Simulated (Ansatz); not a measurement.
Ti: strain energy, fitted

Ti, Fm-3m, a = 4.112 Å. This isn't the element's structure at ambient conditions. Ansatz: PBE, PAW, 420 eV, Γ-centred 18×18×12 mesh on 2 atoms, Gaussian smearing 0.10 eV; no spin polarisation. Series: biaxial strain in the a-b plane, c and atoms relaxed; x is the strain in per cent. The axes a, b, c are those of the computed cell (2.908, 2.908, 4.112 Å), along [1 1 0], [-1 1 0], [0 0 1] of the cell named above. y is the free energy over the unstrained cell, V0 = 17.382 Å³/atom.

```
x (%) y (meV/atom)
 -6.0             ?
 -4.0         14.97
 -2.0          3.99
  0.0          0.00
  2.0          3.85
  4.0         14.09
  6.0         27.94
```

Problem. Fit y = c2 x² + c3 x³ to the other rows, turn c2 into a modulus, and predict the missing energy.

Solution. Least squares on the rows shown. y = 0.88723 x² − 0.016761 x³. In eV per unit strain² c2 is 8.872; M is the biaxial modulus (E = M V0 ε²): 8.872 × 160.2 / (17.382) = 82 GPa. With a term in x⁴ added, the coefficient of x² becomes 0.9843, 11 % more, which shows how far this figure hangs on the form. At x = -6.0 the fit asked for gives 35.56 meV/atom. The run gave 32.74 meV/atom, so the fit is 2.82 meV/atom too high, 8.6 % of the span of the series, against an rms of 0.54 meV/atom on the fitted rows. The row lies outside the fitted range. With a term in x⁴ added, a fit to the same known rows predicts 30.83 meV/atom, a smaller miss on the other side.